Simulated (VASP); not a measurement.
# ZnS (P6_3mc) in VASP: single point with PBE+U

Aim: the single point of ZnS with PBE+U.

All numbers are computed with VASP 6.6.1; they aren't measurements. Logs are shortened: lines on timing, memory, paths and dates and some standing lists are left out, and cuts for length are marked.

**What was measured.**

From a printed reference work, monograph, for a bulk crystal of ZnS at 4 K: band gap 3.911 eV (direct).

How close the calculation comes is told below.

### 1 The cell of the first run

The structure is hexagonal, space group P6_3mc (No. 186). The conventional cell has a = 3.811 Å, b = 3.811 Å, c = 6.234 Å, α = 90.00°, β = 90.00°, γ = 120.00°. Within 3.1 Å of Zn (site symmetry 3m) lie 4 S at 2.31 to 2.40 Å. Within 3.1 Å of S (site symmetry 3m) lie 4 Zn at 2.31 to 2.40 Å.

### 2 Single point, PBE+U

The input, INCAR:

```
ALGO = Normal
EDIFF = 1E-6
ENCUT = 520
GGA = PE
ISIF = 2
ISMEAR = 0
LASPH = T
LCHARG = F
LDAU = T
LDAUJ = 0 0
LDAUL = 2 -1
LDAUPRINT = 1
LDAUTYPE = 2
LDAUU = 4.5 0
LREAL = F
LWAVE = F
NBANDS = 26
NELM = 150
PREC = Accurate
SIGMA = 0.01
```

The input, KPOINTS:

```
Automatic mesh
0
Gamma
  7 7 4
  0 0 0.5
```

The input, POSCAR:

```
ZnS
1.0
    3.8110000000      0.0000000000      0.0000000000
   -1.9055000000      3.3004200000      0.0000000000
    0.0000000000      0.0000000000      6.2340000000
Zn S
2 2
Direct
    0.3333333333      0.6666666667      0.0000000000
    0.6666666667      0.3333333333      0.5000000000
    0.3333333333      0.6666666667      0.3850000000
    0.6666666667      0.3333333333      0.8850000000
```

Potentials or basis: VASP PAW PBE potentials, release 64 (Zn, S).

Started as:

```console
cat potpaw_PBE.64/Zn/POTCAR potpaw_PBE.64/S/POTCAR > POTCAR
mpirun -np 1 vasp_std > vasp.out
```

OUTCAR:

```text
EDIFF = 1E-6
   ENCUT = 520
   GGA = PE
   ISIF = 2
   ISMEAR = 0
   LASPH = T
   LREAL = F
   NELM = 150
   PREC = Accurate

 ion  position               nearest neighbor table
   1  0.333  0.667  0.000-   4 2.31   4 2.31   4 2.31   3 2.40
   2  0.667  0.333  0.500-   3 2.31   3 2.31   3 2.31   4 2.40
   3  0.333  0.667  0.385-   2 2.31   2 2.31   2 2.31   1 2.40
   4  0.667  0.333  0.885-   1 2.31   1 2.31   1 2.31   2 2.40

  LATTYP: Found a hexagonal cell.
 ALAT       =     3.8110000000
 C/A-ratio  =     1.6357911309

  Lattice vectors:

 A1 = (   3.8110000000,   0.0000000000,   0.0000000000)
 A2 = (  -1.9055000000,   3.3004200000,   0.0000000000)
 A3 = (   0.0000000000,   0.0000000000,   6.2340000000)

Analysis of symmetry for initial positions (statically):
=====================================================================
 Subroutine PRICEL returns:
 Original cell was already a primitive cell.

 Routine SETGRP: Setting up the symmetry group for a
 hexagonal supercell.

 Subroutine GETGRP returns: Found 12 space group operations
 (whereof  6 operations were pure point group operations)
 out of a pool of 24 trial point group operations.

The static configuration has the point symmetry C_3v.
 The point group associated with its full space group is C_6v.

Analysis of symmetry for dynamics (positions and initial velocities):
=====================================================================
 Subroutine PRICEL returns:
 Original cell was already a primitive cell.

 Routine SETGRP: Setting up the symmetry group for a
 hexagonal supercell.

 Subroutine GETGRP returns: Found 12 space group operations
 (whereof  6 operations were pure point group operations)
 out of a pool of 24 trial point group operations.

The dynamic configuration has the point symmetry C_3v.
 The point group associated with its full space group is C_6v.

 Subroutine INISYM returns: Found 12 space group operations
 (whereof  6 operations are pure point group operations),
 and found     1 'primitive' translations

----------------------------------------------------------------------------------------

                                     Primitive cell

  volume of cell :      78.4106

  direct lattice vectors                    reciprocal lattice vectors
     3.811000000  0.000000000  0.000000000     0.262398321  0.151495870  0.000000000
    -1.905500000  3.300420000  0.000000000     0.000000000  0.302991740  0.000000000
     0.000000000  0.000000000  6.234000000     0.000000000  0.000000000  0.160410651

  length of vectors
     3.811000000  3.810997563  6.234000000     0.302991547  0.302991740  0.160410651

  position of ions in fractional coordinates (direct lattice)
     0.333333333  0.666666667  0.000000000
     0.666666667  0.333333333  0.500000000
     0.333333333  0.666666667  0.385000000
     0.666666667  0.333333333  0.885000000

  ion indices of the primitive-cell ions
   primitive index   ion index
                 1           1
                 2           2
                 3           3
                 4           4

----------------------------------------------------------------------------------------

 KPOINTS: Automatic mesh

[... 86 lines left out ...]
   J (eV)           for each species LDAUJ =   0.0  0.0
   GGA     = PE    functional components
   LHFCALC =     F    Hartree Fock is set to
   AEXX    =    0.0000 exact exchange contribution
   IVDW    =     0    specifies the selected vdW correction
   LEPSILON=     F    determine dielectric tensor
   LRPA    =     F    only Hartree local field effects (RPA)
 non-spin polarized calculation
 Gauss-broadening in eV      SIGMA  =   0.01
  energy-cutoff  :      520.00
  volume of cell :       78.41
 maximum number of plane-waves:      2126
   NGX = 15   NGY = 15   NGZ = 23

atom =   1  type =  1  l = 2

 onsite density matrix

spin component  1

  0.9921 -0.0000  0.0000  0.0058  0.0000
 -0.0000  0.9866 -0.0000 -0.0000  0.0058
  0.0000 -0.0000  0.9950  0.0000 -0.0000
  0.0058 -0.0000  0.0000  0.9866 -0.0000
  0.0000  0.0058 -0.0000 -0.0000  0.9921

spin component  2

  0.9921 -0.0000  0.0000  0.0058  0.0000
 -0.0000  0.9866 -0.0000 -0.0000  0.0058
  0.0000 -0.0000  0.9950  0.0000 -0.0000
  0.0058 -0.0000  0.0000  0.9866 -0.0000
  0.0000  0.0058 -0.0000 -0.0000  0.9921

 occupancies and eigenvectors

  o =  0.9829  v =  0.0000 -0.8464  0.0000 -0.0000  0.5325  0.0000  0.0000  0.0000  0.0000  0.0000      0.0000  0.0000  0.0000  0.0000  0.0000  0.0000  0.0000  0.0000  0.0000  0.0000
  o =  0.9829  v =  0.0000  0.0000  0.0000  0.0000  0.0000  0.0000 -0.8464  0.0000 -0.0000  0.5325      0.0000  0.0000  0.0000  0.0000  0.0000  0.0000  0.0000  0.0000  0.0000  0.0000
  o =  0.9829  v =  0.0000  0.0000  0.0000  0.0000  0.0000  0.5325  0.0000 -0.0000 -0.8464 -0.0000      0.0000  0.0000  0.0000  0.0000  0.0000  0.0000  0.0000  0.0000  0.0000  0.0000
  o =  0.9829  v =  0.5325  0.0000 -0.0000 -0.8464 -0.0000  0.0000  0.0000  0.0000  0.0000  0.0000      0.0000  0.0000  0.0000  0.0000  0.0000  0.0000  0.0000  0.0000  0.0000  0.0000
  o =  0.9950  v =  0.0000  0.0006  1.0000 -0.0000  0.0009  0.0000  0.0000  0.0000  0.0000  0.0000      0.0000  0.0000  0.0000  0.0000  0.0000  0.0000  0.0000  0.0000  0.0000  0.0000
  o =  0.9950  v =  0.0000  0.0000  0.0000  0.0000  0.0000  0.0000  0.0006  1.0000 -0.0000  0.0009      0.0000  0.0000  0.0000  0.0000  0.0000  0.0000  0.0000  0.0000  0.0000  0.0000
  o =  0.9958  v =  0.0000 -0.5325  0.0010  0.0000 -0.8464  0.0000  0.0000  0.0000  0.0000  0.0000      0.0000  0.0000  0.0000  0.0000  0.0000  0.0000  0.0000  0.0000  0.0000  0.0000
  o =  0.9958  v =  0.0000  0.0000  0.0000  0.0000  0.0000  0.0000 -0.5325  0.0010  0.0000 -0.8464      0.0000  0.0000  0.0000  0.0000  0.0000  0.0000  0.0000  0.0000  0.0000  0.0000
  o =  0.9958  v = -0.8464  0.0000 -0.0000 -0.5325 -0.0000  0.0000  0.0000  0.0000  0.0000  0.0000      0.0000  0.0000  0.0000  0.0000  0.0000  0.0000  0.0000  0.0000  0.0000  0.0000
  o =  0.9958  v =  0.0000  0.0000  0.0000  0.0000  0.0000 -0.8464  0.0000 -0.0000 -0.5325 -0.0000      0.0000  0.0000  0.0000  0.0000  0.0000  0.0000  0.0000  0.0000  0.0000  0.0000

atom =   2  type =  1  l = 2

 onsite density matrix

spin component  1

  0.9921  0.0000  0.0000 -0.0058  0.0000
  0.0000  0.9866  0.0000 -0.0000 -0.0058
  0.0000  0.0000  0.9950 -0.0000 -0.0000
 -0.0058 -0.0000 -0.0000  0.9866  0.0000
  0.0000 -0.0058 -0.0000  0.0000  0.9921

spin component  2

  0.9921  0.0000  0.0000 -0.0058  0.0000
  0.0000  0.9866  0.0000 -0.0000 -0.0058
  0.0000  0.0000  0.9950 -0.0000 -0.0000
 -0.0058 -0.0000 -0.0000  0.9866  0.0000
  0.0000 -0.0058 -0.0000  0.0000  0.9921

 occupancies and eigenvectors

  o =  0.9829  v =  0.0000  0.8464  0.0000  0.0000  0.5325  0.0000  0.0000  0.0000  0.0000  0.0000      0.0000  0.0000  0.0000  0.0000  0.0000  0.0000  0.0000  0.0000  0.0000  0.0000
  o =  0.9829  v =  0.0000  0.0000  0.0000  0.0000  0.0000  0.0000  0.8464  0.0000  0.0000  0.5325      0.0000  0.0000  0.0000  0.0000  0.0000  0.0000  0.0000  0.0000  0.0000  0.0000
  o =  0.9829  v =  0.0000  0.0000  0.0000  0.0000  0.0000 -0.5325  0.0000  0.0000 -0.8464  0.0000      0.0000  0.0000  0.0000  0.0000  0.0000  0.0000  0.0000  0.0000  0.0000  0.0000
  o =  0.9829  v = -0.5325  0.0000  0.0000 -0.8464  0.0000  0.0000  0.0000  0.0000  0.0000  0.0000      0.0000  0.0000  0.0000  0.0000  0.0000  0.0000  0.0000  0.0000  0.0000  0.0000
  o =  0.9950  v =  0.0000 -0.0006  1.0000  0.0000  0.0009  0.0000  0.0000  0.0000  0.0000  0.0000      0.0000  0.0000  0.0000  0.0000  0.0000  0.0000  0.0000  0.0000  0.0000  0.0000
  o =  0.9950  v =  0.0000  0.0000  0.0000  0.0000  0.0000  0.0000 -0.0006  1.0000  0.0000  0.0009      0.0000  0.0000  0.0000  0.0000  0.0000  0.0000  0.0000  0.0000  0.0000  0.0000
  o =  0.9958  v =  0.0000 -0.5325 -0.0010  0.0000  0.8464  0.0000  0.0000  0.0000  0.0000  0.0000      0.0000  0.0000  0.0000  0.0000  0.0000  0.0000  0.0000  0.0000  0.0000  0.0000
  o =  0.9958  v =  0.0000  0.0000  0.0000  0.0000  0.0000  0.0000 -0.5325 -0.0010  0.0000  0.8464      0.0000  0.0000  0.0000  0.0000  0.0000  0.0000  0.0000  0.0000  0.0000  0.0000
  o =  0.9958  v = -0.8464  0.0000 -0.0000  0.5325 -0.0000  0.0000  0.0000  0.0000  0.0000  0.0000      0.0000  0.0000  0.0000  0.0000  0.0000  0.0000  0.0000  0.0000  0.0000  0.0000
  o =  0.9958  v =  0.0000  0.0000  0.0000  0.0000  0.0000 -0.8464  0.0000 -0.0000  0.5325 -0.0000      0.0000  0.0000  0.0000  0.0000  0.0000  0.0000  0.0000  0.0000  0.0000  0.0000

 number of electron      35.9999977 magnetization

 Free energy of the ion-electron system (eV)
  ---------------------------------------------------
  ext. energy  EPLUGINS =         0.00000000
  ---------------------------------------------------
  free energy    TOTEN  =       -13.04223994 eV

  energy without entropy =      -13.04223994  energy(sigma->0) =      -13.04223994

 E-fermi :   1.9143     XC(G=0):  -9.6250

 val. band max:        1.8663062716   @ k =   0.0000   0.0000   0.1250
 cond. band min:       4.7580143570   @ k =   0.0000   0.0000   0.1250
 fundamental gap:      2.8917080854
 Fermi energy:         1.9142864555

 k-point     1 :       0.0000    0.0000    0.1250
  band No.  band energies     occupation
      1     -10.9901      2.00000
      2     -10.2295      2.00000
      3      -5.9322      2.00000
      4      -5.9322      2.00000
      5      -5.8805      2.00000
      6      -5.8805      2.00000
[... 453 lines left out ...]
     25      11.0933      0.00000
     26      11.3474      0.00000

------------------------ aborting loop because EDIFF is reached ----------------------------------------

  FORCE on cell =-STRESS in cart. coord.  units (eV):
  Direction    XX          YY          ZZ          XY          YZ          ZX
  --------------------------------------------------------------------------------------
  -------------------------------------------------------------------------------------
  Total        0.7604334      0.7604321     -0.1252633      0.0000000      0.0000000      0.0000000
  in kB       15.5380614     15.5380349     -2.5595257      0.0000000      0.0000000      0.0000000
  external PRESSURE =       9.5055235 kB  Pullay stress =       0.0000000 kB

 VOLUME and BASIS-vectors are now :
 -----------------------------------------------------------------------------
  energy-cutoff  :      520.00
  volume of cell :       78.41
      direct lattice vectors                 reciprocal lattice vectors
     3.811000000  0.000000000  0.000000000     0.262398321  0.151495870  0.000000000
    -1.905500000  3.300420000  0.000000000     0.000000000  0.302991740  0.000000000
     0.000000000  0.000000000  6.234000000     0.000000000  0.000000000  0.160410651

 POSITION                                       TOTAL-FORCE (eV/Angst)
 -----------------------------------------------------------------------------------
     -0.00000      2.20028      0.00000        -0.000000      0.000000      0.299346
      1.90550      1.10014      3.11700         0.000000     -0.000000      0.299346
     -0.00000      2.20028      2.40009        -0.000000      0.000000     -0.299346
      1.90550      1.10014      5.51709        -0.000000      0.000000     -0.299346
 -----------------------------------------------------------------------------------
    total drift:                               -0.000000     -0.000000      0.000365

  FREE ENERGIE OF THE ION-ELECTRON SYSTEM (eV)
  ---------------------------------------------------
  free  energy   TOTEN  =       -13.0422399359 eV

  energy  without entropy=      -13.0422399359  energy(sigma->0) =      -13.04223994
```

Wall time 14 s (1 thread of Intel Xeon 6975P-C (Granite Rapids), shared host); peak memory 0.19 GiB.

What came out:

| Property | Result |
| --- | --- |
| Free energy | -13.0422 eV |
| Pressure | 1.0 GPa |
| Largest force | 0.299 eV/Å |
| Band gap on the k mesh | 2.89 eV |

Forces on the atoms (eV/Å):
```
Zn   0.000  0.000  0.299
Zn   0.000  0.000  0.299
S    0.000  0.000 -0.299
S    0.000  0.000 -0.299
```

Levels at points of the mesh, in eV from the valence-band top:
| k point | band 15 | band 16 | band 17 | band 18 | band 19 | band 20 | band 21 | band 22 |
| --- | --- | --- | --- | --- | --- | --- | --- | --- |
| (0.00, 0.00, 0.12) | -0.72 | -0.26 | 0.00 | 0.00 | 2.89 | 3.35 | 6.64 | 6.64 |

Eigenvalues of the final occupation matrices:
```
    site  spin  trace               eigenvalues
site 1 d     1   4.95  0.98 0.98 0.99 1.00 1.00
site 1 d     2   4.95  0.98 0.98 0.99 1.00 1.00
site 2 d     1   4.95  0.98 0.98 0.99 1.00 1.00
site 2 d     2   4.95  0.98 0.98 0.99 1.00 1.00
```

Caveat: a shifted mesh leaves out Γ, where band edges can lie.

### 3 Comparison with measurements

Step 2. Against the measured gap of ZnS, 3.911 eV (direct; 4 K; a printed reference work, monograph), the calculated 2.89 eV is off by -1.02 eV. The value is that of PBE+U on a finite k mesh, which can miss the band edges, without temperature or zero-point motion.
